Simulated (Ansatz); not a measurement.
**Ti2O: how the energy converges with the cutoff**

Ti2O, P1, a = 2.944 Å, b = 2.921 Å, c = 4.708 Å, α, β, γ = 88.5°, 91.8°, 119.5°. Ansatz: PBEsol, PAW, cutoff varied, Γ-centred 12×12×6 mesh on 3 atoms, Gaussian smearing 0.10 eV; no spin polarisation. Single points at one geometry with displaced atoms, the cutoff alone changed; ΔE is the energy at zero smearing over the run at 600 eV. The runs up to 350 eV lie under the cutoff recommended for these PAW datasets.

```tsv
cutoff (eV)	ΔE (meV/atom)
200	5619.07
250	1342.14
300	253.84
350	38.57
420	?
```

**Question.** Assume ΔE falls exponentially with the cutoff, fit y = ln ΔE against x, the cutoff in eV, to the other rows, and predict the missing value.

**Answer.** y = 8.634, 7.202, 5.537, 3.652. Means x = 275.0, y = 6.2563; Σ(Δx)² = 12500, ΣΔxΔy = -415.3; the slope is their ratio. y = 15.39 − 0.03322 x, a factor of ten per 69 eV. At 420 eV this gives ΔE = 4.21 meV/atom. The run gave 2.98, a ratio of 1.41. Between neighbouring rows the decay runs from a factor of ten per 61 eV to one per 80 eV, so one exponential is only a rough guide.

Cost: 6 runs of about 3.8 core-minutes in all, on Intel Xeon Processor @ 2.50GHz (Skylake/Cascade Lake) (shared hosts).